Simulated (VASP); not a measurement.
# TaC (Fm-3m) in VASP: density of states with PBE

Aim: the density of states of TaC with PBE.

All numbers are computed with VASP 6.6.1; they aren't measurements. Logs are shortened: lines on timing, memory, paths and dates and some standing lists are left out, and cuts for length are marked.

## 1. The structure

Symmetry: Fm-3m, No. 225, cubic system. The conventional cell has a = 4.478 Å, b = 4.478 Å, c = 4.478 Å, α = 90.00°, β = 90.00°, γ = 90.00°. Around Ta (site symmetry m-3m) lie 6 C at 2.24 Å. Around C (site symmetry m-3m) lie 6 Ta at 2.24 Å.

## 2. Density of states, PBE

The input, POSCAR:

```
TaC                                     
1.0
    0.0000000000      2.2388990280      2.2388990280
    2.2388990280      0.0000000000      2.2388990280
    2.2388990280      2.2388990280      0.0000000000
  Ta              C             
     1     1
Direct
     0.0000000000000000    0.0000000000000000    0.0000000000000000
     0.5000000000000000    0.5000000000000000    0.5000000000000000
```

The input, INCAR.step1:

```
  PREC = Accurate
  ENCUT = 700
  EDIFF = 1E-7
  ISMEAR = 0
  SIGMA = 0.1
  LREAL = False
  LASPH = True
  NELM = 100
  ALGO = Fast
  ISIF = 2
  LWAVE = False
  LCHARG = True
  LMAXMIX = 4
  GGA = PE
```

The input, KPOINTS.step1:

```
regular mesh
0
Gamma
  16 16 16
```

The input, INCAR.step2:

```
  PREC = Accurate
  ENCUT = 700
  EDIFF = 1E-7
  ISMEAR = -5
  SIGMA = 0.1
  LREAL = False
  LASPH = True
  NELM = 100
  ALGO = Fast
  ISIF = 2
  LWAVE = False
  LCHARG = False
  LMAXMIX = 4
  GGA = PE
  LORBIT = 11
  NEDOS = 1001
  ICHARG = 11
```

The input, KPOINTS.step2:

```
regular mesh
0
Gamma
  24 24 24
```

Potentials or basis: VASP PAW PBE potentials, release 64 (Ta_pv, C).

Launch:

```sh
cat potpaw_PBE.64/Ta_pv/POTCAR potpaw_PBE.64/C/POTCAR > POTCAR
cp INCAR.step1 INCAR
cp KPOINTS.step1 KPOINTS
mpirun -np 1 vasp_std > vasp.out
cp INCAR.step2 INCAR
cp KPOINTS.step2 KPOINTS
mpirun -np 1 vasp_std > vasp.out
```

OUTCAR:

```text
PREC = Accurate
   ENCUT = 700
   EDIFF = 1E-7
   ISMEAR = -5
   LREAL = False
   LASPH = True
   NELM = 100
   ISIF = 2
   GGA = PE
   LORBIT = 11
   ICHARG = 11

 ion  position               nearest neighbor table
   1  0.000  0.000  0.000-   2 2.24   2 2.24   2 2.24   2 2.24   2 2.24   2 2.24
   2  0.500  0.500  0.500-   1 2.24   1 2.24   1 2.24   1 2.24   1 2.24   1 2.24

  LATTYP: Found a face centered cubic cell.
 ALAT       =     4.4777980560

  Lattice vectors:

 A1 = (   0.0000000000,   2.2388990280,   2.2388990280)
 A2 = (   2.2388990280,   0.0000000000,   2.2388990280)
 A3 = (   2.2388990280,   2.2388990280,   0.0000000000)

Analysis of symmetry for initial positions (statically):
=====================================================================
 Subroutine PRICEL returns:
 Original cell was already a primitive cell.

 Routine SETGRP: Setting up the symmetry group for a
 face centered cubic supercell.

 Subroutine GETGRP returns: Found 48 space group operations
 (whereof 48 operations were pure point group operations)
 out of a pool of 48 trial point group operations.

The static configuration has the point symmetry O_h .

Analysis of symmetry for dynamics (positions and initial velocities):
=====================================================================
 Subroutine PRICEL returns:
 Original cell was already a primitive cell.

 Routine SETGRP: Setting up the symmetry group for a
 face centered cubic supercell.

 Subroutine GETGRP returns: Found 48 space group operations
 (whereof 48 operations were pure point group operations)
 out of a pool of 48 trial point group operations.

The dynamic configuration has the point symmetry O_h .

 Subroutine INISYM returns: Found 48 space group operations
 (whereof 48 operations are pure point group operations),
 and found     1 'primitive' translations

----------------------------------------------------------------------------------------

                                     Primitive cell

  volume of cell :      22.4457

  direct lattice vectors                    reciprocal lattice vectors
     0.000000000  2.238899028  2.238899028    -0.223324051  0.223324051  0.223324051
     2.238899028  0.000000000  2.238899028     0.223324051 -0.223324051  0.223324051
     2.238899028  2.238899028  0.000000000     0.223324051  0.223324051 -0.223324051

  length of vectors
     3.166281370  3.166281370  3.166281370     0.386808602  0.386808602  0.386808602

  position of ions in fractional coordinates (direct lattice)
     0.000000000  0.000000000  0.000000000
     0.500000000  0.500000000  0.500000000

  ion indices of the primitive-cell ions
   primitive index   ion index
                 1           1
                 2           2

----------------------------------------------------------------------------------------

 KPOINTS: regular mesh

Automatic generation of k-mesh.
 Grid dimensions read from file:
 generate k-points for:   24   24   24

 Generating k-lattice:

  Cartesian coordinates                     Fractional coordinates (reciprocal lattice)
    -0.009305169  0.009305169  0.009305169     0.041666667  0.000000000  0.000000000
     0.009305169 -0.009305169  0.009305169     0.000000000  0.041666667  0.000000000
     0.009305169  0.009305169 -0.009305169     0.000000000  0.000000000  0.041666667

  Length of vectors
     0.016117025  0.016117025  0.016117025

  Shift w.r.t. Gamma in fractional coordinates (k-lattice)
     0.000000000  0.000000000  0.000000000

 TETIRR: Found   1864 inequivalent tetrahedra from    82944

 Subroutine IBZKPT returns following result:
 ===========================================

 Found    413 irreducible k-points:

 Following reciprocal coordinates:
            Coordinates               Weight
  0.000000  0.000000  0.000000      1.000000
  0.041667  0.000000  0.000000      8.000000
  0.083333  0.000000  0.000000      8.000000
  0.125000  0.000000  0.000000      8.000000
  0.166667  0.000000  0.000000      8.000000
  0.208333  0.000000  0.000000      8.000000
[... 16 lines left out ...]
  0.416667  0.041667  0.000000     24.000000
  0.458333  0.041667  0.000000     24.000000
 [... further k-points ...]
   k-points           NKPTS =    413   k-points in BZ     NKDIM =    413   number of bands    NBANDS=     11
   number of dos      NEDOS =   1001   number of ions     NIONS =      2
   total plane-waves  NPLWV =  21952
   dimension x,y,z NGX =    28 NGY =   28 NGZ =   28
   dimension x,y,z NGXF=    56 NGYF=   56 NGZF=   56
   ions per type =               1   1
   NGX,Y,Z   is equivalent  to a cutoff of  14.70, 14.70, 14.70 a.u.
   NGXF,Y,Z  is equivalent  to a cutoff of  29.40, 29.40, 29.40 a.u.
 SYSTEM =  unknown system
   PREC   = accura    normal or accurate (medium, high low for compatibility)
   ISTART =      0    job   : 0-new  1-cont  2-samecut
   ICHARG =     11    charge: 1-file 2-atom 10-const
   ISPIN  =      1    spin polarized calculation?
   LNONCOLLINEAR =      F non collinear calculations
   LSORBIT =      F    spin-orbit coupling
   LASPH  =      T    aspherical Exc in radial PAW
   ENCUT  =  700.0 eV  51.45 Ry    7.17 a.u.   6.83  6.83  6.83*2*pi/ulx,y,z
   NELM   =    100;   NELMIN=  2; NELMDL=  0     # of ELM steps
   EDIFF  = 0.1E-06   stopping-criterion for ELM
   LREAL  =      F    real-space projection
   EDIFFG = 0.1E-05   stopping-criterion for IOM
   NSW    =      0    number of steps for IOM
   IBRION =     -1    ionic relax: 0-MD 1-quasi-New 2-CG
   NFREE  =      0    steps in history (QN), initial steepest desc. (CG)
   ISIF   =      2    stress and relaxation
   ISYM   =      2    0-nonsym 1-usesym 2-fastsym
   POTIM  = 0.5000    time-step for ionic-motion
   TEBEG  =    0.0;   TEEND  =   0.0 temperature during run
   PSTRESS=    0.0 pullay stress
   NELECT =      15.0000    total number of electrons
   NUPDOWN=      -1.0000    fix difference up-down
   EMIN   =  10.00;   EMAX   =-10.00  energy-range for DOS
   EFERMI =   0.00;   METHOD = LEGACY
   ISMEAR =    -5;   SIGMA  =   0.10  broadening in eV -4-tet -1-fermi 0-gaus
   EFERMI_NEDOS =   21; number of points for ismear=-14 and -15
   IALGO  =     68    algorithm
   IMIX   =      4    mixing-type and parameters
     AMIX     =   0.40;   BMIX     =  1.00
     AMIX_MAG =   1.60;   BMIX_MAG =  1.00
  volume/ion in A,a.u.               =      11.22        75.74
  Fermi-wavevector in a.u.,A,eV,Ry     =   1.431289  2.704745 27.872745  2.048589
  Thomas-Fermi vector in A             =   2.551042
   LORBIT       =     11    0 simple, 1 ext, 2 COOP (PROOUT), +10 PAW based schemes
   GGA     = PE    functional components
   LHFCALC =     F    Hartree Fock is set to
   AEXX    =    0.0000 exact exchange contribution
   IVDW    =     0    specifies the selected vdW correction
   LEPSILON=     F    determine dielectric tensor
   LRPA    =     F    only Hartree local field effects (RPA)
 non-spin polarized calculation
 RMM-DIIS sequential band-by-band and
 Fermi weights with tetrahedron method with Bloechl corrections
  energy-cutoff  :      700.00
  volume of cell :       22.45
 maximum number of plane-waves:       960

 number of electron      15.0000001 magnetization

 Free energy of the ion-electron system (eV)
  ---------------------------------------------------
  ext. energy  EPLUGINS =         0.00000000
  ---------------------------------------------------
  free energy    TOTEN  =       -22.20619365 eV

  energy without entropy =      -22.20619365  energy(sigma->0) =      -22.20619365

 E-fermi :   8.2591     XC(G=0): -13.1231

 val. band max:        8.2354310974   @ k =   0.2083   0.0000   0.0000
 cond. band min:       8.2338185820   @ k =  -0.0417   0.0417   0.0000
 fundamental gap:     -0.0016125154
 Fermi energy:         8.2590572485

 k-point     1 :       0.0000    0.0000    0.0000
  band No.  band energies     occupation
      1     -26.8749      2.00000
      2     -26.8749      2.00000
      3     -26.8749      2.00000
      4      -6.4699      2.00000
      5       6.9353      2.00000
      6       6.9353      2.00000
      7       6.9353      2.00000
      8       7.7711      2.00000
      9       7.7711      2.00000
     10       7.7715      2.00000
     11       8.8780      0.00000

 k-point     2 :       0.0417    0.0000    0.0000
  band No.  band energies     occupation
      1     -26.8871      2.00000
      2     -26.8762      2.00000
      3     -26.8762      2.00000
      4      -6.4217      2.00000
      5       6.6235      2.00000
      6       6.8492      2.00000
      7       6.8492      2.00000
      8       7.5098      2.00000
      9       7.5098      2.00000
     10       7.9752      2.35503
     11       9.3215      0.00000

 k-point     3 :       0.0833    0.0000    0.0000
  band No.  band energies     occupation
      1     -26.9227      2.00000
      2     -26.8797      2.00000
      3     -26.8797      2.00000
      4      -6.2786      2.00000
      5       6.0161      2.00000
      6       6.4170      2.00000
      7       6.4170      2.00000
      8       7.4203      2.00000
      9       7.4203      2.00000
     10       8.2798      0.27697
     11      10.1290      0.00000
[... 267 lines left out ...]
 k-point    23 :       0.4167    0.0417    0.0000
  band No.  band energies     occupation
      1     -27.4864      2.00000
      2     -26.9474      2.00000
      3     -26.9427      2.00000
      4      -2.9746      2.00000
      5       0.5458      2.00000
      6       3.0140      2.00000
      7       3.1360      2.00000
      8       9.9855      0.00000
      9      10.6023      0.00000
     10      11.0071      0.00000
     11      15.0403      0.00000

 k-point    24 :       0.4583    0.0417    0.0000
  band No.  band energies     occupation
      1     -27.5243      2.00000
      2     -26.9496      2.00000
      3     -26.9492      2.00000
      4      -2.4964      2.00000
      5       0.0141      2.00000
      6       2.8994      2.00000
      7       2.9712      2.00000
      8      10.4291      0.00000
      9      10.8531      0.00000
     10      11.4796      0.00000
     11      14.2958      0.00000

 [... further k-points ...]

------------------------ aborting loop because EDIFF is reached ----------------------------------------

  FORCE on cell =-STRESS in cart. coord.  units (eV):
  Direction    XX          YY          ZZ          XY          YZ          ZX
  --------------------------------------------------------------------------------------
  -------------------------------------------------------------------------------------
  Total        0.0161638      0.0161638      0.0161638      0.0000000      0.0000000     -0.0000000
  in kB        1.1537723      1.1537723      1.1537723      0.0000000      0.0000000     -0.0000000
  external PRESSURE =       1.1537723 kB  Pullay stress =       0.0000000 kB

 VOLUME and BASIS-vectors are now :
 -----------------------------------------------------------------------------
  energy-cutoff  :      700.00
  volume of cell :       22.45
      direct lattice vectors                 reciprocal lattice vectors
     0.000000000  2.238899028  2.238899028    -0.223324051  0.223324051  0.223324051
     2.238899028  0.000000000  2.238899028     0.223324051 -0.223324051  0.223324051
     2.238899028  2.238899028  0.000000000     0.223324051  0.223324051 -0.223324051

 POSITION                                       TOTAL-FORCE (eV/Angst)
 -----------------------------------------------------------------------------------
      0.00000      0.00000      0.00000        -0.000000      0.000000      0.000000
      2.23890      2.23890      2.23890         0.000000     -0.000000     -0.000000
 -----------------------------------------------------------------------------------
    total drift:                                0.000000      0.000000      0.000000

  FREE ENERGIE OF THE ION-ELECTRON SYSTEM (eV)
  ---------------------------------------------------
  free  energy   TOTEN  =       -22.2061936531 eV

  energy  without entropy=      -22.2061936531  energy(sigma->0) =      -22.20619365

 total charge

# of ion       s       p       d       tot
------------------------------------------
    1        0.298   6.264   2.365   8.928
    2        0.861   1.575   0.000   2.436
--------------------------------------------------
tot          1.159   7.839   2.365  11.364
```

Wall time 76 s (1 thread of Intel Xeon 6975P-C (Granite Rapids), shared host); peak memory 0.31 GiB.

What came out:

```yaml
Valence_electrons_inside_the_program's_atomic_spheres: Ta 8.93; C 2.44
```

States per cell in windows of 0.5 eV (zero at the Fermi level; states under -8 eV left out):
```tsv
from (eV)	total	Ta1_d	C2_p	Ta1_p	Ta1_s	C2_s	C2_d
-8.0	0.14	0.03	0.03	0.00	0.02	0.00	0.00
-7.5	0.32	0.07	0.06	0.01	0.04	0.01	0.00
-7.0	0.37	0.08	0.07	0.01	0.04	0.01	0.00
-6.5	0.44	0.10	0.09	0.02	0.03	0.01	0.00
-6.0	0.27	0.06	0.06	0.02	0.02	0.00	0.00
-5.5	0.67	0.22	0.16	0.03	0.01	0.00	0.00
-5.0	2.00	0.61	0.45	0.13	0.00	0.01	0.00
-4.5	0.72	0.26	0.17	0.02	0.00	0.00	0.00
-4.0	0.45	0.15	0.11	0.01	0.00	0.00	0.00
-3.5	0.27	0.09	0.07	0.01	0.00	0.00	0.00
-3.0	0.21	0.06	0.06	0.01	0.00	0.00	0.00
-2.5	0.12	0.03	0.04	0.01	0.00	0.00	0.00
-2.0	0.19	0.05	0.05	0.01	0.00	0.00	0.00
-1.5	0.23	0.09	0.04	0.01	0.00	0.00	0.00
-1.0	0.29	0.14	0.04	0.01	0.00	0.00	0.00
-0.5	0.29	0.15	0.04	0.00	0.00	0.00	0.00
0.0	0.36	0.20	0.04	0.00	0.00	0.00	0.00
0.5	0.38	0.22	0.04	0.00	0.01	0.00	0.00
1.0	0.51	0.31	0.05	0.00	0.01	0.01	0.00
1.5	0.49	0.32	0.05	0.00	0.01	0.01	0.00
2.0	0.76	0.52	0.06	0.00	0.01	0.01	0.00
2.5	0.78	0.57	0.06	0.00	0.01	0.01	0.00
3.0	1.02	0.70	0.11	0.00	0.03	0.01	0.00
3.5	1.00	0.75	0.09	0.01	0.02	0.01	0.00
4.0	0.44	0.31	0.04	0.01	0.01	0.01	0.00
4.5	0.26	0.15	0.03	0.01	0.02	0.01	0.00
5.0	0.25	0.14	0.03	0.01	0.02	0.01	0.00
5.5	0.26	0.14	0.03	0.01	0.02	0.01	0.00
6.0	0.20	0.09	0.03	0.01	0.01	0.01	0.00
6.5	0.27	0.10	0.03	0.02	0.00	0.02	0.00
7.0	0.07	0.03	0.01	0.01	0.00	0.01	0.00
7.5	0.00	0.00	0.00	0.00	0.00	0.00	0.00
```

Caveat: tetrahedron occupations give inexact forces and stress in metals. Spin-orbit coupling is left out, which matters for the levels of Ta.
